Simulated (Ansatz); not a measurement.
# Pd (Fm-3m) in Ansatz: convergence with k mesh

Aim: find how far k mesh must go before the results for Pd settle, at PBE. This setting moves, with any that are tied to it; all else stays.

All numbers are computed with Ansatz 0.2.0; they aren't measurements. Logs are shortened: lines on timing, memory, paths and dates and some standing lists are left out, and cuts for length are marked.

## Step 1: The structure

The structure is cubic, space group Fm-3m (No. 225). The conventional cell has a = 3.893 Å, b = 3.893 Å, c = 3.893 Å, α = 90.00°, β = 90.00°, γ = 90.00°. Pd (site symmetry m-3m) has 12 Pd at 2.75 Å as nearest neighbours.

## Step 2: With k mesh 2 × 2 × 2

Input file input.yaml:

```yaml
crystal:
  lattice:
    - [0.0, 1.9465, 1.9465]
    - [1.9465, 0.0, 1.9465]
    - [1.9465, 1.9465, 0.0]
  atoms:
    - { symbol: Pd, position: [0.0, 0.0, 0.0] }
kpoints:
  mp_grid: { grid: [2, 2, 2] }
scf:
  occupations: { method: fermi_dirac, width: 0.05 }
hamiltonian:
  xc: pbe
  pseudopotentials: { kind: all_electron, lapw: { basis_error: 0.001 } }
output:
  forces: true
  stress: true
  eigenvalues: true
```

Potentials or basis: all-electron LAPW, scalar-relativistic.

Launch:

```
$ ansatz run input.yaml --threads 1 --pin off --max-ram 3072MiB --backend cpu --events-out ev --progress --plain --runs-dir out
```

Wall time 1.9 s (1 thread of Arm Neoverse V1, shared host); peak memory 0.21 GiB.

Results:

```
Free energy            : -137303.3450 eV
Pressure               : 66.5 GPa
Band gap on the k mesh : none (metal or under the smearing width)
```

## Step 3: With k mesh 4 × 4 × 4

input.yaml, as its differences from that of step 2:

```diff
@@ -8,3 +8,3 @@
 kpoints:
-  mp_grid: { grid: [2, 2, 2] }
+  mp_grid: { grid: [4, 4, 4] }
 scf:
```

Potentials or basis: all-electron LAPW, scalar-relativistic.

Launch:

```
$ ansatz run input.yaml --threads 1 --pin off --max-ram 3072MiB --backend cpu --events-out ev --progress --plain --runs-dir out
```

Wall time 1.3 s (1 thread of Arm Neoverse V1, shared host); peak memory 0.21 GiB.

What came out:

```
Free energy            : -137306.8283 eV
Pressure               : 6.7 GPa
Band gap on the k mesh : none (metal or under the smearing width)
```

## Step 4: With k mesh 6 × 6 × 6

input.yaml, as its differences from that of step 3:

```diff
@@ -8,3 +8,3 @@
 kpoints:
-  mp_grid: { grid: [4, 4, 4] }
+  mp_grid: { grid: [6, 6, 6] }
 scf:
```

Launch:

```
$ ansatz run input.yaml --threads 1 --pin off --max-ram 3072MiB --backend cpu --events-out ev --progress --plain --runs-dir out
```

It took 1.9 s on 1 thread of Arm Neoverse V1, shared host; peak memory 0.22 GiB.

What came out:

- Free energy: -137306.6869 eV
- Pressure: 5.7 GPa
- Band gap on the k mesh: none (metal or under the smearing width)

## Step 5: With k mesh 8 × 8 × 8

input.yaml, as its differences from that of step 4:

```diff
@@ -8,3 +8,3 @@
 kpoints:
-  mp_grid: { grid: [6, 6, 6] }
+  mp_grid: { grid: [8, 8, 8] }
 scf:
```

Launch:

```
$ ansatz run input.yaml --threads 1 --pin off --max-ram 3072MiB --backend cpu --events-out ev --progress --plain --runs-dir out
```

Wall time 2.8 s (1 thread of Arm Neoverse V1, shared host); peak memory 0.23 GiB.

Results:

```
Free energy            : -137306.6539 eV
Pressure               : 7.9 GPa
Band gap on the k mesh : none (metal or under the smearing width)
```

## Step 6: With k mesh 10 × 10 × 10

input.yaml, as its differences from that of step 5:

```diff
@@ -8,3 +8,3 @@
 kpoints:
-  mp_grid: { grid: [8, 8, 8] }
+  mp_grid: { grid: [10, 10, 10] }
 scf:
```

Potentials or basis: all-electron LAPW, scalar-relativistic.

Launch:

```
$ ansatz run input.yaml --threads 1 --pin off --max-ram 3072MiB --backend cpu --events-out ev --progress --plain --runs-dir out
```

Run time: 3.9 s. Hardware: 1 thread of Arm Neoverse V1, shared host; peak memory 0.24 GiB.

Results:

```yaml
Free_energy: -137306.6881 eV
Pressure: 6.9 GPa
Band_gap_on_the_k_mesh: none (metal or under the smearing width)
```

## Step 7: With k mesh 12 × 12 × 12

input.yaml, as its differences from that of step 6:

```diff
@@ -8,3 +8,3 @@
 kpoints:
-  mp_grid: { grid: [10, 10, 10] }
+  mp_grid: { grid: [12, 12, 12] }
 scf:
```

Launch:

```
$ ansatz run input.yaml --threads 1 --pin off --max-ram 3072MiB --backend cpu --events-out ev --progress --plain --runs-dir out
```

It took 6 s on 1 thread of Arm Neoverse V1, shared host; peak memory 0.27 GiB.

What came out:

```
Free energy            : -137306.6807 eV
Pressure               : 6.8 GPa
Band gap on the k mesh : none (metal or under the smearing width)
```

## Step 8: With k mesh 14 × 14 × 14

input.yaml, as its differences from that of step 7:

```diff
@@ -8,3 +8,3 @@
 kpoints:
-  mp_grid: { grid: [12, 12, 12] }
+  mp_grid: { grid: [14, 14, 14] }
 scf:
```

Launch:

```
$ ansatz run input.yaml --threads 1 --pin off --max-ram 3072MiB --backend cpu --events-out ev --progress --plain --runs-dir out
```

Run time: 8.2 s. Hardware: 1 thread of Arm Neoverse V1, shared host; peak memory 0.29 GiB.

Results (log left out):

- Free energy: -137306.6677 eV
- Pressure: 7.3 GPa
- Band gap on the k mesh: none (metal or under the smearing width)

## Step 9: With k mesh 17 × 17 × 17

input.yaml, as its differences from that of step 8:

```diff
@@ -8,3 +8,3 @@
 kpoints:
-  mp_grid: { grid: [14, 14, 14] }
+  mp_grid: { grid: [17, 17, 17] }
 scf:
```

Potentials or basis: all-electron LAPW, scalar-relativistic.

Launch:

```
$ ansatz run input.yaml --threads 1 --pin off --max-ram 3072MiB --backend cpu --events-out ev --progress --plain --runs-dir out
```

The program printed:

```text
Warning: RAYON_NUM_THREADS=1 ignored (pool sized by the plan → 1); use --threads N
LAPW: plane waves up to 8.362 Å⁻¹, error target 1.0e-3 eV per atom; small_component_spin mean_spin; Pd in spheres of 1.376 Å, 28 of its electrons in bands, Dirac shells [] (how accurate: hamiltonian.pseudopotentials.lapw.basis_error, Limitations)
Engine: ansatz 0.2.0, aarch64-unknown-linux-gnu
Pseudopotentials: kind: all_electron
Pseudopotential: Pd, LAPW, valence charge 28, lapw/all_electron/scalar/gaussian/Pd, Koelling and Harmon's equation, gaussian nucleus
Functional definition: PBE
  parameter kappa = 0.804
  parameter beta = 0.06672455060314922
  exchange = pbe_x(kappa = kappa, mu = beta*pi^2/3)
  correlation = pbe_c(beta = beta)
Crystal: 1 atoms, lattice volume = 14.750 Å³
Basis set: ecut = 266.4040498063722 eV, 137 PW (Γ), exchange–correlation at level 2
Bands: 18, of which v1, the nominal top of the filled ones, is band 14 counted from 1 (13 counted from 0)
Symmetry: 48 space group operations
Space group: Fm-3m (ITA 225), of the structure as read, at distance tolerance 2.5e-5 Å
k-points: 165 of 4913
Non-local potential: Pd, projectors of the file, none
Initial density: superposition of atomic densities (chi_scale 0.1, normalization cell)
Initial wavefunctions: plane waves of lowest kinetic energy (no species holds an atomic orbital)
Functional: x = pbe(κ = 0.804, μ = 0.2195149727645171), c = pbe(β = 0.06672455060314922)
iter 1 solved again at ethr=7.26e-4 eV; its pass at ethr=1.00e-1 eV (dr2=2.03e-1 eV) is discarded
SCF iter   1: F=—  HF=-137307.580843 eV  |F-HF|=—  |Δ(HF+E_count)|=         —  Δρ=4.96e-2  dr2=2.04e-1  ethr=7.26e-4  ⟨swp⟩=2.7  Hψ=18960  notcnv=0
preconditioner: auto → none  [metal: Δε(μ)=0.012 eV  Ē_g=13.714 eV  σ=0.050 eV  W_gap=0.06  n_scr=8 (ndim 8)  ℏωp=30.6 eV  f_vac=0.005  D(μ)=2.26/eV (n_scr^D=26)  sad-step TF]
iter 2 solved again at ethr=1.52e-5 eV; its pass at ethr=7.26e-4 eV (dr2=4.25e-3 eV) is discarded
SCF iter   2: F=—  HF=-137306.842566 eV  |F-HF|=—  |Δ(HF+E_count)|=   7.38e-1  Δρ=5.37e-3  dr2=4.25e-3  ethr=1.52e-5  ⟨swp⟩=2.0  Hψ=14787  notcnv=0
SCF iter   3: F=—  HF=-137306.679372 eV  |F-HF|=—  |Δ(HF+E_count)|=   1.63e-1  Δρ=1.02e-2  dr2=1.07e-2  ethr=1.52e-5  ⟨swp⟩=3.0  Hψ=9722  notcnv=0
SCF iter   4: F=—  HF=-137306.672578 eV  |F-HF|=—  |Δ(HF+E_count)|=         —  Δρ=1.07e-3  dr2=1.41e-4  ethr=1.52e-5  ⟨swp⟩=2.0  Hψ=8497  notcnv=0
the basis was enlarged: its passes take 261.1 KiB over the memory plan, 1 of 1 planned eigensolver slots
SCF iter   5: F=—  HF=-137306.672449 eV  |F-HF|=—  |Δ(HF+E_count)|=   1.29e-4  Δρ=2.18e-4  dr2=4.56e-6  ethr=5.02e-7  ⟨swp⟩=2.4  Hψ=8454  notcnv=0
SCF iter   6: F=—  HF=-137306.672450 eV  |F-HF|=—  |Δ(HF+E_count)|=   1.04e-6  Δρ=7.86e-6  dr2=5.17e-9  ethr=1.63e-8  ⟨swp⟩=2.1  Hψ=8413  notcnv=0
SCF iter   7: F=-137306.672450 eV  HF=-137306.672450 eV  |F-HF|=2.91e-10  |Δ(HF+E_count)|=   7.08e-8  Δρ=1.82e-6  dr2=2.83e-10  ethr=1.85e-11  ⟨swp⟩=3.4  Hψ=9429  notcnv=0
SCF 1 converged in 7 iterations: F = -137306.672450 eV  dr2 = 2.83e-10
SCF converged after 7 iterations
Free energy (F): -137306.672450 eV
Harris-Foulkes:  -137306.672450 eV  (|F-HF|=2.91e-10)
Internal energy: -137306.650609 eV  (E = F + TS)
E sigma→0 (E₀):  -137306.661529 eV
Entropy (-TS):   -0.021841 eV (-21.841 meV/atom)
Fermi energy:    21.486599 eV
--- Per-component energies (eV) ---
  E_band       = -3134.551211
  E_kinetic    = 143298.180969
  E_xc         = -3922.898614
  E_electrostatic = -276681.932963  (all electrons and nuclei)
  E_smearing   = -0.021841  (= −TS)
  E_closure    = 0.000000  (closes the sum)
  E_atoms      = -137302.962084  (free atoms, spherical and without spin; not in F)
  Σ components = -137306.672450   (vs F -137306.672450, Δ=0.00e0)
  Basis errors (estimates in eV, not in F): energy 2.0e-4 per atom: plane waves 1.7e-4 (1.2e-4 summed), levels above the bands 1.1e-166, relativity 6.3e-8, radial functions 3.2e-5, core shells 5.4e-8; eigenvalues (radial functions only) 4.2e-6; not estimated: angular momenta, meshes, grids; target (lapw.basis_error) 1.0e-3; muffin-tin radii Pd 1.376 Å
--- Forces (eV/Å), atoms counted from 1 ---
  atom   1  Pd    -0.00000000     0.00000000    -0.00000000
  max |Σ_I F_I| component: 1.89e-31 eV/Å
--- Stress (GPa, compression-positive) ---
        7.058892      -0.000000       0.000000
       -0.000000       7.058892      -0.000000
        0.000000      -0.000000       7.058892
  P = ⅓ Tr σ = 7.0589 GPa (70.589 kbar)
--- Band table (eV; the first three rows and the last of 165) ---
  k-point 0: bands = ["-302.8400", "-302.8400", "-302.8400", "-302.8192", "-302.8192", "-62.6369", "-28.1373", "-28.1373", "-28.1373", "14.3477", "18.6522", "18.6522", "18.6522", "20.2645", "20.2645", "38.5115", "43.2254", "43.2254"]
  k-point 1: bands = ["-302.8400", "-302.8400", "-302.8400", "-302.8192", "-302.8192", "-62.6351", "-28.1514", "-28.1393", "-28.1393", "14.4739", "18.6072", "18.6962", "18.6962", "20.2433", "20.2433", "38.6458", "42.4334", "43.3723"]
  k-point 2: bands = ["-302.8400", "-302.8400", "-302.8400", "-302.8192", "-302.8192", "-62.6298", "-28.1919", "-28.1450", "-28.1450", "14.8363", "18.4981", "18.8085", "18.8085", "20.2015", "20.2015", "38.9329", "40.8390", "43.7886"]
  k-point 164: bands = ["-302.8400", "-302.8400", "-302.8400", "-302.8192", "-302.8192", "-62.5647", "-28.4227", "-28.3974", "-28.2911", "17.1728", "17.9200", "18.2891", "20.1877", "21.7451", "29.5293", "30.8701", "32.1610", "33.3750"]
```

Wall time 13 s (1 thread of Arm Neoverse V1, shared host); peak memory 0.34 GiB.

What came out:

| Item | Value |
| --- | --- |
| Free energy | -137306.6724 eV |
| Pressure | 7.1 GPa |
| Band gap on the k mesh | none (metal or under the smearing width) |

## Step 10: Summary

| k mesh | energy less the tightest run, at zero smearing (meV/atom) | pressure (GPa) | SCF cycles | CPU time (s) | peak memory (GiB) |
| --- | --- | --- | --- | --- | --- |
| 2 × 2 × 2 | 3360.77 | 66.50 | 11 | 1.9 | 0.21 |
| 4 × 4 × 4 | -155.89 | 6.71 | 6 | 1.3 | 0.21 |
| 6 × 6 × 6 | -16.08 | 5.73 | 6 | 1.9 | 0.22 |
| 8 × 8 × 8 | 16.58 | 7.86 | 6 | 2.8 | 0.23 |
| 10 × 10 × 10 | -19.09 | 6.88 | 6 | 3.9 | 0.24 |
| 12 × 12 × 12 | -9.36 | 6.85 | 7 | 6 | 0.27 |
| 14 × 14 × 14 | 5.25 | 7.28 | 7 | 8.2 | 0.29 |
| 17 × 17 × 17 | 0.00 | 7.06 | 7 | 13 | 0.34 |

Not settled before the last step: the energy (to 1 meV/atom), the pressure (to 0.1 GPa). Meshes of other sizes hit other points, so gaps and Fermi surfaces needn't settle smoothly. The tightest run that finished is the yardstick and may itself not be fully converged.
